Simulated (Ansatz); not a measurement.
WSe2 (3R-MoS2 type) (r2SCAN+rVV10 geometry), in Ansatz:

Space group R3m:H (No. 160). a = 3.302 Å, b = 3.302 Å, c = 19.739 Å, α = 90.00°, β = 90.00°, γ = 120.00°
```tsv
atom	site	symmetry	x	y	z
W	3a	3m	0.6667	0.3333	0.3333
Se	3a	3m	0.3333	0.6667	0.0843
Se	3a	3m	0.0000	0.0000	0.2490
```

G0W0@PBE with 233 empty bands, a screening cutoff of 140 eV and a 4×4×4 mesh (PAW, contour deformation) gives 1.760 eV over the mesh points, from a PBE gap of 1.387 eV; it sums over 256 bands with 241 plane waves in the screening and a wave cutoff of 420 eV. No extrapolation in bands, cutoff or mesh was made for G0W0. The cell comes from a prototype generator: it can be a known phase or a hypothetical one. Spin polarisation is off.

Q: Estimate the gap with starting point LDA.

A: 1.726 eV (-0.034 eV), from a Kohn-Sham gap of 1.330 eV.

Q: Another run gave a Kohn-Sham gap of 1.387 eV and a G0W0 gap of 1.796 eV, summing over 256 bands with 241 plane waves in the screening and a wave cutoff of 420 eV. What was changed?

A: Frequency model Godby-Needs pole. Only the quasiparticle gap differs.

Q: Another run gave a Kohn-Sham gap of 1.387 eV and a G0W0 gap of 1.778 eV, summing over 452 bands with 417 plane waves in the screening and a wave cutoff of 420 eV. What was changed?

A: Empty bands 429, screening cutoff 210 eV. The counts of bands and plane waves show that both rose or fell; the cutoff follows only within a few eV.

Q: Estimate the gap with starting point r2SCAN, with them a wave cutoff of 500 eV.

A: 1.844 eV (+0.084 eV), from a Kohn-Sham gap of 1.519 eV.

Spin-orbit coupling is left out, which matters wherever the heavy atoms make up the band edges.
